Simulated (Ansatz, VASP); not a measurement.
This is a calculation of MoS2 for VASP 6.6.1.

The input INCAR:

```
  ALGO = Normal
  EDIFF = 1E-6
  ENCUT = 520
  GGA = PE
  ISIF = 2
  ISMEAR = 0
  LASPH = T
  LCHARG = T
  LELF = T
  LREAL = F
  LVHAR = T
  LWAVE = F
  NBANDS = 20
  NELM = 80
  PREC = Accurate
  SIGMA = 0.024
```

File KPOINTS:

```
k-points
0
Gamma
  9 9 4
```

POSCAR

```
MoS2
1.0
    3.2274645616      0.0000000000      0.0000000000
   -1.6137322808      2.7950663001      0.0000000000
    0.0000000000      0.0000000000      6.3124734200
Mo S
1 2
Direct
    0.0000000000      0.0000000000      0.5000000000
    0.6666666667      0.3333333333      0.7446806800
    0.3333333333      0.6666666667      0.2553193200
```

Potentials or basis: VASP PAW PBE potentials, release 64 (Mo_sv, S).

Run with:

```console
$ cat potpaw_PBE.64/Mo_sv/POTCAR potpaw_PBE.64/S/POTCAR > POTCAR
$ mpirun -np 1 vasp_std > vasp.out
```

Problem. Translate it to Ansatz 0.2.0. Potentials there: Ansatz PAW.

Solution. As run (the cutoff follows the program's own potentials):

Contents of input.yaml:

```yaml
crystal:
  lattice:
    - [3.2274645616, 0.0, 0.0]
    - [-1.6137322808, 2.7950663001, 0.0]
    - [0.0, 0.0, 6.31247342]
  atoms:
    - { symbol: Mo, position: [0.0, 0.0, 0.5] }
    - { symbol: S, position: [0.6666666667, 0.3333333333, 0.74468068] }
    - { symbol: S, position: [0.3333333333, 0.6666666667, 0.25531932] }
hamiltonian:
  xc: pbe
  pseudopotentials: { kind: paw }
kpoints:
  mp_grid: { grid: [9, 9, 4] }
scf:
  occupations: { method: gaussian, width: 0.024 }
output:
  forces: true
  stress: true
  eigenvalues: true
```

Potentials or basis: Ansatz PAW.

The run is started by

```bash
$ ansatz run input.yaml --threads 2 --pin off --max-ram 5632MiB --backend cpu --events-out ev --progress --plain --runs-dir out
```

Both were run:

|  | VASP | Ansatz | Ansatz less VASP |
| --- | --- | --- | --- |
| gap on the k mesh at the Fermi level (eV) | none | none | - |
| pressure (GPa) | 1.0 | 1.1 | +0.10 |
| largest component of the traceless stress (GPa) | 2.03 | 2.02 | -0.007 |
| rms of the force components (eV/Å) | 0.136 | 0.140 | +0.0039 |

Atom by atom the forces differ by 0.004 eV/Å (rms over components). A gap of «none» marks a metal or a gap that the smearing closes. With one functional, cell and mesh, what is left measures potentials, basis and numerics.

Caveats: this functional lacks dispersion, which binds the layers, so the pressure and a relaxed spacing across them are unreliable.
